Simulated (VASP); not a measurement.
Runs of VASP 6.6.1 on Mg2Si. It takes space group Fm-3m (No. 225, cubic). The conventional cell has a = 6.318 Å, b = 6.318 Å, c = 6.318 Å, α = 90.00°, β = 90.00°, γ = 90.00°. Si (site symmetry m-3m) has 8 Mg at 2.74 Å as nearest neighbours. Mg (site symmetry -43m) is surrounded by 4 Si at 2.74 Å. The cell was built by a generator and needn't be a form met in nature.

| task | level | spin | k mesh | grid for exact exchange (PRECFOCK) | screening parameter | gap on the mesh (eV) | pressure (GPa) | moment (μB) |
| --- | --- | --- | --- | --- | --- | --- | --- | --- |
| electrostatic potential | PBE | off | 8 × 8 × 8 | - | - | 0.19 | 1.1 | - |
| band structure | PBE | non-collinear, zero start, SOC | 8 × 8 × 8 | - | - | - | - | 0.00 |
| electrostatic potential | PBE | non-collinear, zero start, SOC | 8 × 8 × 8 | - | - | - | 1.1 | 0.00 |
| electrostatic potential | HSE06 | off | 6 × 6 × 6 | Fast | 0.2 1/A | (a) | 0.3 | - |
| band structure | PBE | off | 8 × 8 × 8 | - | - | 0.19 | - | - |

Alike in all rows: potentials or basis VASP PAW PBE potentials, release 64 (Si, Mg); cell as given; cutoff (eV) 520; smearing gaussian 0.02 eV.

Problem. Estimate the missing entries.

Solution. (a) 0.57.

Caveats: the PAW data sets were made with another functional, which shifts forces and pressure a little (some runs).

A k mesh can miss the band edges.
